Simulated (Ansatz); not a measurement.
# C (P6_3/mmc) in Ansatz: a series of runs

One crystal, C, is run at these levels: PBE; tasks: relaxation of the atoms.

The COD entry that gives the cell may itself be a prediction, so a difference from it is no test against experiment.

Everything below comes from runs of Ansatz 0.2.0. Logs are shortened: lines on timing, memory, paths and dates and some standing lists are left out, and cuts for length are marked.

### Step 1. Starting point

The structure is hexagonal, space group P6_3/mmc (No. 194). Conventional cell: a = 2.421 Å, b = 2.421 Å, c = 8.237 Å, α = 90.00°, β = 90.00°, γ = 120.00°. C (site symmetry 3m) has 4 C at 1.49 to 1.54 Å as nearest neighbours. Around C (site symmetry 3m) lie 4 C at 1.49 to 1.54 Å.

This is a hexagonal form of diamond, not graphite.

### Step 2. Relaxation of the atoms, PBE, 5.23 Å³/atom

Contents of input.yaml:

```yaml
crystal:
  lattice:
    - [2.421216, 0.0, 0.0]
    - [-1.210608, 2.0968345641, 0.0]
    - [0.0, 0.0, 8.2371]
  atoms:
    - { symbol: C, position: [0.6666666667, 0.3333333333, 0.84375] }
    - { symbol: C, position: [0.3333333333, 0.6666666667, 0.34375] }
    - { symbol: C, position: [0.6666666667, 0.3333333333, 0.65625] }
    - { symbol: C, position: [0.3333333333, 0.6666666667, 0.15625] }
    - { symbol: C, position: [0.0, 0.0, 0.90625] }
    - { symbol: C, position: [0.0, 0.0, 0.40625] }
    - { symbol: C, position: [0.0, 0.0, 0.59375] }
    - { symbol: C, position: [0.0, 0.0, 0.09375] }
hamiltonian:
  xc: pbe
  pseudopotentials: { kind: paw }
kpoints:
  mp_grid: { grid: [10, 10, 3] }
scf:
  occupations: { method: fermi_dirac, width: 0.05 }
output:
  forces: true
  stress: true
  eigenvalues: true
relax:
  f_tol: 0.01
  max_steps: 40
```

Potentials or basis: Ansatz PAW.

Command:

```
> ansatz run input.yaml --threads 4 --pin off --max-ram 11264MiB --backend cpu --events-out ev --progress --plain --runs-dir out
```

What it wrote:

```text
Warning: output.stress: scf.convergence.dr2_threshold = 1e-7 eV (the SCF's general default) is looser than the 8e-10 eV advised for a printed stress (1e-10 eV for each atom of the cell: 8). What an SCF threshold leaves in a stress goes as its square root, and in the free energy as the threshold itself, and one threshold admits the most on a small cell: of the crystals measured, under no hybrid functional and no lock of the moments, on runs that ended without the residual-converged pass, on stresses that held no estimate of that error, the worst erred by over 100 MPa in a component at 1e-7 eV an atom and by under 5 at 1e-10. Every solve of this run answers to scf.convergence.dr2_threshold, and the tensor of one is reported: a single SCF on the reported geometry and on this run's grids (its basis.xc_grid and basis.ecutrho_ratio typed), with scf.convergence.dr2_threshold at 8e-10 eV or tighter, prints it and tightens no other solve. Else set scf.convergence.dr2_threshold to 8e-10 eV or tighter. The threshold is an SCF's pass mark: one that does not reach it within its budget of iterations ends unconverged, or closes short of it on a stop that the run arms, and scf.convergence.dr2_threshold's page says what that costs each kind of run
Warning: RAYON_NUM_THREADS=4 ignored (pool sized by the plan → 4); use --threads N
Engine: ansatz 0.2.0, aarch64-unknown-linux-gnu
Pseudopotentials: kind: paw
Pseudopotential: C, paw, valence charge 4, recommended cutoff 420 eV (normal), C.paw.azcp
Functional definition: PBE
  parameter kappa = 0.804
  parameter beta = 0.06672455060314922
  exchange = pbe_x(kappa = kappa, mu = beta*pi^2/3)
  correlation = pbe_c(beta = beta)
Crystal: 8 atoms, lattice volume = 41.819 Å³
Basis set: ecut = 420 eV, 813 PW (Γ), exchange–correlation on 36×36×120 points (8 copies of the dense FFT grid, shifted against one another)
Bands: 24, of which v1, the nominal top of the filled ones, is band 16 counted from 1 (15 counted from 0)
Symmetry: 24 space group operations
Space group: P63/mmc (ITA 194), of the structure as read, at distance tolerance 3.5e-5 Å
k-points: 28 of 300
Non-local potential: C, projectors of the file, l = 0: 2, l = 1: 2, l = 2: 1
PAW form: soft (Blöchl's): semilocal exchange-correlation on the pseudo side does not see the compensation charge
PAW one-centre angular grid: C, 110 points (default); XC on 64 Gauss nodes
Initial density: superposition of atomic densities (neutral atoms: chi_scale 0, normalization atom), corrected by the library's trained network
Initial wavefunctions: pseudopotential atomic-orbital guess
Functional: x = pbe(κ = 0.804, μ = 0.2195149727645171), c = pbe(β = 0.06672455060314922)
SCF iter   1: F=—  HF=-2005.778942 eV  |F-HF|=—  |Δ(HF+E_count)|=         —  Δρ=5.54e-3  dr2=7.33e-3  ethr=1.77e-3  ⟨swp⟩=5.9  Hψ=3351  notcnv=0  defer=8
preconditioner: auto → none  [insulator: Δε(μ)=4.868 eV  Ē_g=17.948 eV  σ=0.050 eV  W_gap=1.00  n_scr=6 (ndim 8)  ℏωp=32.5 eV  f_vac=0.000  D(μ)=0.00/eV (n_scr^D=0)  ε∞_Penn≈4.3]
SCF iter   2: F=—  HF=-2005.777292 eV  |F-HF|=—  |Δ(HF+E_count)|=   1.65e-3  Δρ=2.29e-3  dr2=9.19e-4  ethr=2.29e-5  ⟨swp⟩=2.5  Hψ=1330  notcnv=0  defer=27
SCF iter   3: F=—  HF=-2005.777374 eV  |F-HF|=—  |Δ(HF+E_count)|=   8.19e-5  Δρ=5.05e-4  dr2=7.37e-5  ethr=2.87e-6  ⟨swp⟩=2.4  Hψ=997  notcnv=0  defer=27
SCF iter   4: F=—  HF=-2005.777380 eV  |F-HF|=—  |Δ(HF+E_count)|=   5.43e-6  Δρ=1.42e-4  dr2=1.64e-6  ethr=2.30e-7  ⟨swp⟩=2.0  Hψ=874  notcnv=0  defer=27
iter 5 did not close the SCF: its close was put off for the readings that it lacked (scf_convergence_deferred on its scf_iter line)
SCF iter   5: F=-2005.777383 eV  HF=-2005.777383 eV  |F-HF|=1.87e-9  |Δ(HF+E_count)|=   3.24e-6  Δρ=8.90e-6  dr2=1.61e-8  ethr=5.12e-9  ⟨swp⟩=2.1  Hψ=974  notcnv=0  defer=27
SCF iter   6: F=-2005.777383 eV  HF=-2005.777383 eV  |F-HF|=8.67e-10  |Δ(HF+E_count)|=   5.38e-9  Δρ=1.86e-6  dr2=4.55e-10  ethr=5.05e-11  ⟨swp⟩=5.8  Hψ=2486  notcnv=0
SCF 1 converged in 6 iterations: F = -2005.777383 eV  dr2 = 4.55e-10
[... 56 lines left out ...]
Harris-Foulkes:  -2005.786662 eV  (|F-HF|=4.55e-13)
Internal energy: -2005.786662 eV  (E = F + TS)
E sigma→0 (E₀):  -2005.786662 eV
Fermi energy:    17.470998 eV
--- Per-component energies (eV) ---
  E_band       = 170.812646
  E_kinetic    = 761.421627
  E_local      = -467.924421  (includes V_loc(G=0)·N_el)
  E_nonlocal   = 217.780129
  E_hartree    = 103.536290
  E_xc         = -395.743277
  E_vxc        = -491.729010  (∫ρ·V_xc dr)
  E_paw        = -795.814535  (= ΣΔE_a)
  E_vpaw       = -55.808324  (= ΣTr[D̂ρ^β])
  E_aug_tail   = 0.000065  (compensation charges beyond the density's cutoff)
  E_ewald      = -1429.042539
  E_smearing   = -0.000000  (= −TS)
  E_closure    = 0.000000  (closes the sum)
  Σ components = -2005.786662   (vs F -2005.786662, Δ=0.00e0)
--- Forces (eV/Å), atoms counted from 1 ---
  atom   1  C     -0.00000000     0.00000000     0.00000713
  atom   2  C      0.00000000    -0.00000000     0.00000713
  atom   3  C      0.00000000     0.00000000    -0.00000713
  atom   4  C     -0.00000000    -0.00000000    -0.00000713
  atom   5  C      0.00000000    -0.00000000     0.00000186
  atom   6  C     -0.00000000     0.00000000     0.00000186
  atom   7  C      0.00000000    -0.00000000    -0.00000186
  atom   8  C      0.00000000     0.00000000    -0.00000186
  max |Σ_I F_I| component: 4.63e-17 eV/Å
--- Stress (GPa, compression-positive) ---
       58.957293      -0.000000       0.000000
       -0.000000      58.957293       0.000000
        0.000000       0.000000      15.088992
  P = ⅓ Tr σ = 44.3345 GPa (443.345 kbar)
--- Band table (eV; the first three rows and the last of 28) ---
  k-point 0: bands = ["-7.7885", "-6.1228", "-6.0324", "-2.0806", "0.4846", "7.3176", "7.3925", "12.1420", "12.1420", "13.2367", "13.2367", "13.3518", "13.3518", "14.5653", "15.0460", "15.0460", "19.9569", "20.8021", "20.8021", "22.6223", "22.6223", "23.4238", "23.4238", "23.7337"]
  k-point 1: bands = ["-7.5968", "-7.0243", "-4.7803", "-3.2169", "1.9514", "4.4907", "10.3421", "12.2786", "12.2786", "12.6748", "12.6748", "13.1172", "14.0464", "14.0464", "14.7386", "14.7386", "21.0243", "21.1718", "21.1718", "21.9983", "21.9983", "22.6813", "23.8862", "23.8862"]
  k-point 2: bands = ["-7.5215", "-5.8595", "-5.7701", "-1.8437", "0.7426", "7.4762", "7.5497", "10.8666", "11.5584", "12.0460", "12.1422", "12.7668", "12.8070", "13.9570", "14.2286", "14.6020", "20.4226", "20.9182", "21.4203", "22.5717", "23.2293", "23.4959", "24.0697", "24.3040"]
  k-point 27: bands = ["-0.8246", "-0.3415", "1.0755", "1.1579", "2.2845", "2.7884", "3.0699", "3.8737", "4.7703", "5.1579", "6.1134", "6.6054", "7.8602", "9.0120", "9.5473", "9.9574", "20.0952", "20.4022", "23.4365", "24.8730", "25.2016", "25.7730", "27.4716", "28.1023"]
--- Relaxed structure (5 steps of the walk, 5 accepted, 0 SCFs on fresh bases) ---
  F+E_penalty+E_count = -2005.78666174 eV   max|allowed force component| = 7.130e-6 eV/Å
  atoms:
    - { symbol: C, position: [0.6666666666666667, 0.3333333333333333, 0.8439984570013871] }
    - { symbol: C, position: [0.3333333333333333, 0.6666666666666667, 0.34399845700138715] }
    - { symbol: C, position: [0.6666666666666667, 0.3333333333333333, 0.6560015429986127] }
    - { symbol: C, position: [0.3333333333333333, 0.6666666666666667, 0.15600154299861282] }
    - { symbol: C, position: [4.126488435053412e-34, 5.5683698122365635e-34, 0.9072766737329601] }
    - { symbol: C, position: [-3.523407950854879e-34, -5.2239345661188386e-34, 0.40727667373295995] }
    - { symbol: C, position: [1.5105475528680295e-34, 5.10912281741293e-34, 0.5927233262670398] }
    - { symbol: C, position: [-2.5093361420965446e-34, -6.907840213805496e-34, 0.09272332626704] }
```

Run time: 2.3 s. Hardware: 4 threads of Arm Neoverse V1, shared host; peak memory 0.33 GiB.

Results:

- Free energy: -2005.7867 eV
- Energy gained by relaxing: 1.2 meV/atom
- Ionic steps: 5
- Pressure after relaxing: 44.3 GPa
- Band gap on the k mesh: 4.91 eV, direct

Caveat: odd divisions of the mesh miss points on the zone boundary, where band edges often lie, so the gap on the mesh can be too wide; the pressure holds a Pulay correction of +1.0 GPa for the finite cutoff; the thresholds are loose for stress.

### Step 3. Relaxation of the atoms, PBE, 5.45 Å³/atom

input.yaml, as its differences from that of step 2:

```diff
@@ -2,4 +2,4 @@
   lattice:
-    - [2.421216, 0.0, 0.0]
-    - [-1.210608, 2.0968345641, 0.0]
+    - [2.471658, 0.0, 0.0]
+    - [-1.235829, 2.1405186175, 0.0]
     - [0.0, 0.0, 8.2371]
```

Potentials or basis: Ansatz PAW.

Command:

```
> ansatz run input.yaml --threads 4 --pin off --max-ram 11264MiB --backend cpu --events-out ev --progress --plain --runs-dir out
```

It took 1.9 s on 4 threads of Arm Neoverse V1, shared host; peak memory 0.33 GiB.

The run converged. Its results:

```yaml
Free_energy: -2006.2472 eV
Energy_gained_by_relaxing: 0.9 meV/atom
Ionic_steps: 4
Pressure_after_relaxing: 21.4 GPa
Band_gap_on_the_k_mesh: 4.73 eV, indirect (least direct gap 5.34 eV)
```

Caveat: odd divisions of the mesh miss points on the zone boundary, where band edges often lie, so the gap on the mesh can be too wide; the pressure holds a Pulay correction of +1.0 GPa for the finite cutoff; the thresholds are loose for stress.
